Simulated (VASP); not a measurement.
Here is a VASP 6.6.1 calculation.

File INCAR:

```
SYSTEM = Se
  PREC = Accurate
  ENCUT = 600
  EDIFF = 1E-6
  ISMEAR = 1
  SIGMA = 0.1
  LREAL = .FALSE.
  LASPH = .TRUE.
  NELM = 80
  ALGO = Normal
  ISIF = 3
  LWAVE = .FALSE.
  LCHARG = .FALSE.
  METAGGA = R2SCAN
  LMIXTAU = .TRUE.
  IBRION = 2
  NSW = 90
  EDIFFG = -0.01
  PSTRESS = 1100.0
```

KPOINTS

```
Automatic mesh
0
G
  17 17 17
  0 0 0
```

POSCAR

```
Se
1.0
    1.9250000000      1.1113992682      0.8816666667
   -1.9250000000      1.1113992682      0.8816666667
    0.0000000000     -2.2227985364      0.8816666667
Se
1
Direct
    0.0000000000      0.0000000000      0.0000000000
```

Potentials or basis: VASP PAW PBE potentials, release 64 (Se).

Launch:

```console
$ cat potpaw_PBE.64/Se/POTCAR > POTCAR
$ mpirun -np 1 vasp_std > vasp.out
```

(1) Estimate the relaxed cell.

(2) Estimate the relaxed volume.

(3) Predict the space group after relaxing (to 0.05 Å).

Results:

(1) a = 2.430 Å, b = 2.430 Å, c = 2.430 Å, α = 104.71°, β = 104.71°, γ = 104.71°.

(2) 12.63 Å³/atom.

(3) R-3m (No. 166).

Caveat: the cell is relaxed towards a set pressure, so the enthalpy falls and the energy may rise; the PAW data sets were made with another functional, which shifts forces and pressure a little.
